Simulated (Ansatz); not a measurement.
# Rhodium, hcp under PBE: from relaxation to bulk modulus

Aim: take rhodium in the hcp structure, relax it, solve it on a dense k-mesh, switch on spin-orbit coupling, then scale the cell to 7 volumes from 88 to 112 % of the relaxed one and try a fit of the equation of state. The k-meshes are 13×13×7 for the relaxation; 22×22×12 for the dense run; 13×13×7 for spin-orbit coupling; 22×22×12 for the volumes.

This is Rh in the hcp structure; at room conditions it is fcc.

Method: DFT PBE, plane waves (420 eV) with PAW, scalar-relativistic, in Ansatz 0.2.0.

## (1) The starting structure

The structure is hexagonal, space group P6_3/mmc (No. 194). Conventional cell: a = 2.689 Å, b = 2.689 Å, c = 4.391 Å, α = 90.00°, β = 90.00°, γ = 120.00°. Rh (site symmetry -6m2) has 12 Rh at 2.69 Å as nearest neighbours.

As a file:

```
Rh
1.0
     2.68919    0.00000    0.00000
    -1.34460    2.32891    0.00000
     0.00000    0.00000    4.39145
Rh
2
Direct
  0.33333 0.66667 0.25000
  0.66667 0.33333 0.75000
```

## (2) Geometry optimisation

Input file input.yaml:

```yaml
crystal:
  lattice:
    - [2.6891940459, 0.0, 0.0]
    - [-1.3445970229, 2.3289103594, 0.0]
    - [0.0, 0.0, 4.3914538769]
  atoms:
    - { symbol: Rh, position: [0.3333333333, 0.6666666667, 0.25] }
    - { symbol: Rh, position: [0.6666666667, 0.3333333333, 0.75] }
hamiltonian:
  xc: pbe
  pseudopotentials:
    kind: paw
    azcp:
      Rh: "pseudopotentials/Rh.paw.azcp"
basis:
  ecutwfc: 420
  fft_grid_basis: typed
kpoints:
  mp_grid: { grid: [13, 13, 7], shift: [0, 0, 0] }
magnetization:
  spin_polarized: false
scf:
  occupations: { method: fermi_dirac, width: 0.1 }
relax:
  max_steps: 60
  f_tol: 0.01
  cell: {}
```

After this run come: Dense single point; With spin-orbit coupling; Equation of state: 88 %; Equation of state: 92 %; Equation of state: 96 %; Equation of state: 100 %; Equation of state: 104 %; Equation of state: 108 %; Equation of state: 112 %.

**Question.** What will these runs give? Wanted: space group; conventional cell; volume; shortest distance; gap on the mesh; relative to fcc; V₀, B₀, B₀′.

The runs gave:

| quantity | value |
| --- | --- |
| space group (spins left aside) | P6_3/mmc (No. 194) |
| conventional cell | a = 2.725 Å, c = 4.392 Å (c/a = 1.612) |
| volume | 14.127 Å³/atom |
| shortest distance | 2.702 Å |
| gap on the mesh | none (levels filled in part) |
| relative to fcc | +38 meV/atom |
| V₀, B₀, B₀′ | 14.094 Å³/atom, 255 GPa, 5.2 |

In words: The relaxation enlarged the cell by 2.7 % in volume. It lies 38 meV/atom above the element's reference form at the same level (fcc, from a run of its own). No gap shows: it is a metal or semimetal at this level. Totals with and without spin-orbit coupling (-1.8 eV/atom apart) can't be read as binding, since the two-component data shift the zero of energy. The fitted modulus is 255 GPa; letting shape and positions relax at each volume could only lower it. Relaxation kept the symmetry; phonons were not checked.
